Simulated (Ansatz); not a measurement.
**CaS (Oldhamite): how the settings move a single-point run**

Aim: see which settings change the result for CaS (Oldhamite), by how much, and at what cost.

The COD entry's cell or inner coordinates are ideal or old and differ from later refinements, so a difference from it is no clean test against experiment.

Program: Ansatz 0.2.0. Level of theory: reference: DFT, PBEsol, all-electron LAPW, scalar-relativistic. These are calculated values, not measurements.

### 1 The structure to begin with

The structure is cubic, space group Fm-3m (No. 225). Conventional cell: a = 5.686 Å, b = 5.686 Å, c = 5.686 Å, α = 90.00°, β = 90.00°, γ = 90.00°. Ca (site symmetry m-3m) has 6 S at 2.84 Å as nearest neighbours. Around S (site symmetry m-3m) lie 6 Ca at 2.84 Å.

Coordinates:

```cif
data_structure
_symmetry_space_group_name_H-M 'P 1'
_symmetry_Int_Tables_number 1
_cell_length_a 4.0206
_cell_length_b 4.0206
_cell_length_c 4.0206
_cell_angle_alpha 60.000
_cell_angle_beta 60.000
_cell_angle_gamma 60.000
_cell_volume 45.96
loop_
_atom_site_label
_atom_site_type_symbol
_atom_site_fract_x
_atom_site_fract_y
_atom_site_fract_z
_atom_site_occupancy
Ca1 Ca 0.00000 0.00000 0.00000 1
S1 S 0.50000 0.50000 0.50000 1
```

### 2 Baseline

input.yaml

```yaml
crystal:
  lattice:
    - [0.0, 2.843, 2.843]
    - [2.843, 0.0, 2.843]
    - [2.843, 2.843, 0.0]
  atoms:
    - { symbol: Ca, position: [0.0, 0.0, 0.0] }
    - { symbol: S, position: [0.5, 0.5, 0.5] }
kpoints:
  mp_grid: { grid: [7, 7, 7] }
scf:
  occupations: { method: fermi_dirac, width: 0.03 }
hamiltonian:
  xc: pbesol
  pseudopotentials: { kind: all_electron, lapw: { basis_error: 0.001 } }
output:
  forces: true
  stress: true
  eigenvalues: true
  populations: true
```

Command:

```bash
> ansatz run input.yaml --threads 1 --pin off --max-ram 2048MiB --backend cpu --events-out ev --progress --plain --runs-dir out
```

From the output:

```text
[...]
Basis set: ecut = 166.5504246678008 eV, 229 PW (Γ), exchange–correlation at level 2
[...]
k-points: 20 of 343
[...]
SCF iter   1: F=—  HF=-29341.492420 eV  |F-HF|=—  |Δ(HF+E_count)|=         —  Δρ=2.77e-2  dr2=6.81e-1  ethr=2.84e-3  ⟨swp⟩=2.1  Hψ=2217  notcnv=0
preconditioner: auto → none  [insulator: Δε(μ)=2.969 eV  Ē_g=16.476 eV  σ=0.030 eV  W_gap=1.00  n_scr=14 (ndim 8)  ℏωp=20.5 eV  f_vac=0.000  D(μ)=0.00/eV (n_scr^D=0)  ε∞_Penn≈2.5]
[...]
SCF iter   2: F=—  HF=-29341.300297 eV  |F-HF|=—  |Δ(HF+E_count)|=   1.92e-1  Δρ=5.72e-3  dr2=1.42e-2  ethr=5.93e-5  ⟨swp⟩=2.0  Hψ=1780  notcnv=0
[...]
SCF iter   6: F=—  HF=-29341.292777 eV  |F-HF|=—  |Δ(HF+E_count)|=   4.39e-5  Δρ=5.70e-5  dr2=2.30e-6  ethr=6.98e-7  ⟨swp⟩=2.0  Hψ=981  notcnv=0
SCF iter   7: F=-29341.292782 eV  HF=-29341.292782 eV  |F-HF|=4.45e-9  |Δ(HF+E_count)|=   5.01e-6  Δρ=2.50e-6  dr2=3.44e-9  ethr=9.59e-9  ⟨swp⟩=2.5  Hψ=991  notcnv=0
[...]
SCF converged after 7 iterations
Free energy (F): -29341.292782 eV
[...]
E sigma→0 (E₀):  -29341.292782 eV
Fermi energy:    7.706614 eV
[...]
  P = ⅓ Tr σ = -1.6344 GPa (-16.344 kbar)
[...]
```

It took 3.4 s on 1 thread of Arm Neoverse V1, shared host; peak memory 0.23 GiB.

### 3 Variant: mp_grid.grid [2, 2, 2]

Edit input.yaml of step 2 so:

```diff
@@ -9,3 +9,3 @@
 kpoints:
-  mp_grid: { grid: [7, 7, 7] }
+  mp_grid: { grid: [2, 2, 2] }
 scf:
```

Command:

```bash
> ansatz run input.yaml --threads 1 --pin off --max-ram 2048MiB --backend cpu --events-out ev --progress --plain --runs-dir out
```

Log, shortened:

```text
Ca: projections on atomic orbitals take those of the free atom 1s2 2s2 2p6 3s2 3p6 4s2, of charge +0.00 (hamiltonian.pseudopotentials.projection_atoms)
S: projections on atomic orbitals take those of the free atom 1s2 2s2 2p6 3s2 3p4, of charge +0.00 (hamiltonian.pseudopotentials.projection_atoms)
LAPW: plane waves up to 6.612 Å⁻¹, error target 1.0e-3 eV per atom; small_component_spin mean_spin; S in spheres of 1.359 Å, 14 of its electrons in bands, Dirac shells []; Ca in spheres of 1.484 Å, 10 of its electrons in bands, Dirac shells []
[...]
Pseudopotentials: kind: all_electron
Pseudopotential: Ca, LAPW, valence charge 10, Koelling and Harmon's equation, gaussian nucleus
Pseudopotential: S, LAPW, valence charge 14, Koelling and Harmon's equation, gaussian nucleus
Functional definition: PBEsol
[...]
Crystal: 2 atoms, lattice volume = 45.958 Å³
Basis set: ecut = 166.5504246678008 eV, 229 PW (Γ), exchange–correlation at level 2
Bands: 16, of which v1, the nominal top of the filled ones, is band 12 counted from 1 (11 counted from 0)
Symmetry: 48 space group operations
Space group: Fm-3m (ITA 225), of the structure as read, at distance tolerance 3.6e-5 Å
k-points: 3 of 8
[...]
SCF iter   1: F=—  HF=-29341.009240 eV  |F-HF|=—  |Δ(HF+E_count)|=         —  Δρ=3.36e-2  dr2=1.01e0  ethr=4.19e-3  ⟨swp⟩=2.0  Hψ=334  notcnv=0
[...]
the basis was enlarged: its passes take 124.3 KiB over the memory plan, 1 of 1 planned eigensolver slots
[...]
SCF iter   7: F=-29340.669263 eV  HF=-29340.669263 eV  |F-HF|=1.59e-9  |Δ(HF+E_count)|=   2.27e-7  Δρ=1.13e-6  dr2=4.40e-10  ethr=2.52e-10  ⟨swp⟩=3.0  Hψ=160  notcnv=0
[...]
SCF converged after 7 iterations
Free energy (F): -29340.669263 eV
[...]
E sigma→0 (E₀):  -29340.669263 eV
Fermi energy:    7.826564 eV
[...]
--- Forces (eV/Å), atoms counted from 1 ---
  atom   1  Ca    -0.00000000     0.00000000     0.00000000
  atom   2  S      0.00000000    -0.00000000     0.00000000
[...]
--- Stress (GPa, compression-positive) ---
        1.657653       0.000000      -0.000000
        0.000000       1.657653       0.000000
       -0.000000       0.000000       1.657653
  P = ⅓ Tr σ = 1.6577 GPa (16.577 kbar)
--- Band table (eV) ---
  k-point 0: bands = ["-195.9979", "-141.0393", "-141.0393", "-141.0393", "-32.5141", "-13.5695", "-13.5695", "-13.5695", "-4.4996", "6.8244", "6.8244", "6.8244", "10.6540", "10.6540", "10.6540", "10.7117"]
[...]
--- Löwdin populations: 2 sites ---
  site symbol       q [e]
     0     Ca     18.3877
     1      S     17.3641
  spilling = 0.006896 (of n_electrons = 36.000000)
```

It took 1.2 s on 1 thread of Arm Neoverse V1, shared host; peak memory 0.21 GiB.

Changing the k-point mesh moves the energy by +311.8 meV/atom, and the pressure goes from -1.6 to 1.7 GPa and the gap on the mesh goes from 2.30 to 2.00 eV. The energy is not variational in the mesh, so the sign tells nothing. A gap read on a mesh depends on which points the mesh holds, and a coarse mesh shifts the density too. Cost: 1.2 s against 3.4 s. These settings are too coarse to quote as the system's properties.

### 4 Changing settings: mp_grid.grid [6, 6, 6]

Edit input.yaml of step 2 so:

```diff
@@ -9,3 +9,3 @@
 kpoints:
-  mp_grid: { grid: [7, 7, 7] }
+  mp_grid: { grid: [6, 6, 6] }
 scf:
```

Command:

```bash
> ansatz run input.yaml --threads 1 --pin off --max-ram 2048MiB --backend cpu --events-out ev --progress --plain --runs-dir out
```

Log:

```text
Ca: projections on atomic orbitals take those of the free atom 1s2 2s2 2p6 3s2 3p6 4s2, of charge +0.00 (hamiltonian.pseudopotentials.projection_atoms)
S: projections on atomic orbitals take those of the free atom 1s2 2s2 2p6 3s2 3p4, of charge +0.00 (hamiltonian.pseudopotentials.projection_atoms)
LAPW: plane waves up to 6.612 Å⁻¹, error target 1.0e-3 eV per atom; small_component_spin mean_spin; S in spheres of 1.359 Å, 14 of its electrons in bands, Dirac shells []; Ca in spheres of 1.484 Å, 10 of its electrons in bands, Dirac shells []
Engine: ansatz 0.2.0
Pseudopotentials: kind: all_electron
Pseudopotential: Ca, LAPW, valence charge 10, Koelling and Harmon's equation, gaussian nucleus
Pseudopotential: S, LAPW, valence charge 14, Koelling and Harmon's equation, gaussian nucleus
Functional definition: PBEsol
  exchange = pbesol_x
  correlation = pbesol_c
Crystal: 2 atoms, lattice volume = 45.958 Å³
Basis set: ecut = 166.5504246678008 eV, 229 PW (Γ), exchange–correlation at level 2
Bands: 16, of which v1, the nominal top of the filled ones, is band 12 counted from 1 (11 counted from 0)
Symmetry: 48 space group operations
Space group: Fm-3m (ITA 225), of the structure as read, at distance tolerance 3.6e-5 Å
k-points: 16 of 216
Non-local potential: Ca, projectors of the file, none
Non-local potential: S, projectors of the file, none
Initial density: superposition of atomic densities (chi_scale 0.1, normalization cell, long waves kept (reshape's long-wave potential 0.00 eV rms))
Initial wavefunctions: plane waves of lowest kinetic energy (no species holds an atomic orbital)
Functional: x = pbesol(κ = 0.804, μ = 0.12345679012345678), c = pbesol(β = 0.046)
iter 1 solved again at ethr=2.84e-3 eV; its pass at ethr=1.00e-1 eV (dr2=6.81e-1 eV) is discarded
SCF iter   1: F=—  HF=-29341.492192 eV  |F-HF|=—  |Δ(HF+E_count)|=         —  Δρ=2.77e-2  dr2=6.81e-1  ethr=2.84e-3  ⟨swp⟩=2.0  Hψ=1779  notcnv=0
preconditioner: auto → none  [insulator: Δε(μ)=2.901 eV  Ē_g=16.474 eV  σ=0.030 eV  W_gap=1.00  n_scr=14 (ndim 8)  ℏωp=20.5 eV  f_vac=0.000  D(μ)=0.00/eV (n_scr^D=0)  ε∞_Penn≈2.5]
iter 2 solved again at ethr=5.95e-5 eV; its pass at ethr=2.84e-3 eV (dr2=1.43e-2 eV) is discarded
SCF iter   2: F=—  HF=-29341.299777 eV  |F-HF|=—  |Δ(HF+E_count)|=   1.92e-1  Δρ=5.73e-3  dr2=1.42e-2  ethr=5.95e-5  ⟨swp⟩=2.0  Hψ=1422  notcnv=0
SCF iter   3: F=—  HF=-29341.289162 eV  |F-HF|=—  |Δ(HF+E_count)|=         —  Δρ=4.47e-3  dr2=1.55e-2  ethr=5.93e-5  ⟨swp⟩=2.8  Hψ=881  notcnv=0
the basis was enlarged: its passes take 102.6 KiB over the memory plan, 1 of 1 planned eigensolver slots
SCF iter   4: F=—  HF=-29341.291817 eV  |F-HF|=—  |Δ(HF+E_count)|=   2.65e-3  Δρ=1.97e-3  dr2=2.97e-3  ethr=5.93e-5  ⟨swp⟩=2.0  Hψ=805  notcnv=0
SCF iter   5: F=—  HF=-29341.292262 eV  |F-HF|=—  |Δ(HF+E_count)|=   4.45e-4  Δρ=4.71e-4  dr2=1.68e-4  ethr=1.24e-5  ⟨swp⟩=2.0  Hψ=809  notcnv=0
SCF iter   6: F=—  HF=-29341.292306 eV  |F-HF|=—  |Δ(HF+E_count)|=   4.40e-5  Δρ=5.70e-5  dr2=2.30e-6  ethr=6.99e-7  ⟨swp⟩=2.0  Hψ=785  notcnv=0
SCF iter   7: F=-29341.292311 eV  HF=-29341.292311 eV  |F-HF|=4.45e-9  |Δ(HF+E_count)|=   4.98e-6  Δρ=2.49e-6  dr2=3.43e-9  ethr=9.59e-9  ⟨swp⟩=2.4  Hψ=795  notcnv=0
SCF 1 converged in 7 iterations: F = -29341.292311 eV  dr2 = 3.43e-9
SCF converged after 7 iterations
Free energy (F): -29341.292311 eV
Harris-Foulkes:  -29341.292311 eV  (|F-HF|=4.45e-9)
Internal energy: -29341.292311 eV  (E = F + TS)
E sigma→0 (E₀):  -29341.292311 eV
Fermi energy:    7.683650 eV
--- Per-component energies (eV) ---
  E_band       = -1366.722014
  E_kinetic    = 29525.949993
  E_xc         = -1642.641448
  E_electrostatic = -57224.600855  (all electrons and nuclei)
  E_smearing   = -0.000000  (= −TS)
  E_closure    = 0.000000  (closes the sum)
  E_atoms      = -29330.408129  (free atoms, spherical and without spin; not in F)
  Σ components = -29341.292311   (vs F -29341.292311, Δ=0.00e0)
  Basis errors (estimates in eV, not in F): energy 3.9e-4 per atom: plane waves 3.4e-4 (1.9e-4 summed), levels above the bands 4.0e-54, relativity 1.2e-8, radial functions 4.8e-5, core shells 4.9e-7; eigenvalues (radial functions only) 4.8e-6; not estimated: angular momenta, meshes, grids; target (lapw.basis_error) 1.0e-3; muffin-tin radii S 1.359 Å, Ca 1.484 Å
--- Forces (eV/Å), atoms counted from 1 ---
  atom   1  Ca    -0.00000000     0.00000000    -0.00000000
  atom   2  S      0.00000000    -0.00000000     0.00000000
  max |Σ_I F_I| component: 8.38e-31 eV/Å
--- Stress (GPa, compression-positive) ---
       -1.628303       0.000000      -0.000000
        0.000000      -1.628303       0.000000
       -0.000000       0.000000      -1.628303
  P = ⅓ Tr σ = -1.6283 GPa (-16.283 kbar)
--- Band table (eV; the first three rows and the last of 16) ---
  k-point 0: bands = ["-196.5528", "-141.6006", "-141.6006", "-141.6006", "-32.4226", "-13.4823", "-13.4823", "-13.4823", "-4.7693", "6.5698", "6.5698", "6.5698", "10.5723", "10.6557", "10.6557", "10.6557"]
  k-point 1: bands = ["-196.5528", "-141.6006", "-141.6006", "-141.6006", "-32.4196", "-13.5277", "-13.4857", "-13.4857", "-4.5781", "5.4920", "6.1933", "6.1933", "10.6424", "11.0530", "11.0530", "11.8418"]
  k-point 2: bands = ["-196.5528", "-141.6006", "-141.6006", "-141.6006", "-32.4135", "-13.6160", "-13.4927", "-13.4927", "-4.1627", "4.0160", "5.6222", "5.6222", "10.9860", "12.0040", "12.0040", "13.1648"]
  k-point 15: bands = ["-196.5528", "-141.6006", "-141.6006", "-141.6006", "-32.4067", "-13.5923", "-13.5531", "-13.5417", "-4.0379", "4.4582", "5.1253", "5.1564", "10.1456", "12.4241", "12.4378", "13.0872"]
--- Löwdin populations: 2 sites ---
  site symbol       q [e]
     0     Ca     18.4457
     1      S     17.2751
  spilling = 0.007755 (of n_electrons = 36.000000)
```

Wall time 2.6 s (1 thread of Arm Neoverse V1, shared host); peak memory 0.23 GiB.

Changing the k-point mesh moves the energy by +0.2 meV/atom, and the gap on the mesh goes from 2.30 to 2.23 eV. The energy is not variational in the mesh, so the sign tells nothing. A gap read on a mesh depends on which points the mesh holds, and a coarse mesh shifts the density too.

### 5 Comparison

| run | ending | energy change | pressure (GPa) | gap (eV) | force (eV/Å) | cycles | time |
| --- | --- | --- | --- | --- | --- | --- | --- |
| reference | converged | 0 | -1.6 | 2.30 | 0.00 | 7 | 3.4 s |
| 1: mp_grid.grid [2, 2, 2] | converged | +311.8 meV/atom | 1.7 | 2.00 | 0.00 | 7 | 1.2 s |
| 2: mp_grid.grid [6, 6, 6] | converged | +0.2 meV/atom | -1.6 | 2.23 | 0.00 | 7 | 2.6 s |

Residual by cycle in the longest SCF loop of each run; runs are numbered as in the table. The quantity is the density residual dr2, in eV.

| cycle | reference | run 1 | run 2 |
| --- | --- | --- | --- |
| 1 | 0.681 | 1.01 | 0.681 |
| 2 | 0.0142 | 0.0276 | 0.0142 |
| 3 | 0.0155 | 0.0194 | 0.0155 |
| 4 | 0.00298 | 4.9e-4 | 0.00297 |
| 5 | 1.7e-4 | 7.0e-6 | 1.7e-4 |
| 6 | 2.3e-6 | 6.0e-8 | 2.3e-6 |
| 7 | 3.4e-9 | 4.4e-10 | 3.4e-9 |

Of the converged runs whose energies compare with the reference's, «mp_grid.grid [2, 2, 2]» moves the energy most (+311.8 meV/atom) and «mp_grid.grid [6, 6, 6]» least (+0.2 meV/atom). Of the variants the dearest is «mp_grid.grid [6, 6, 6]» (2.6 s), the cheapest «mp_grid.grid [2, 2, 2]» (1.2 s), on a shared host.

The gaps are Kohn-Sham values of a semilocal functional, not quasiparticle or optical gaps. Such gaps usually fall short of the measured ones.
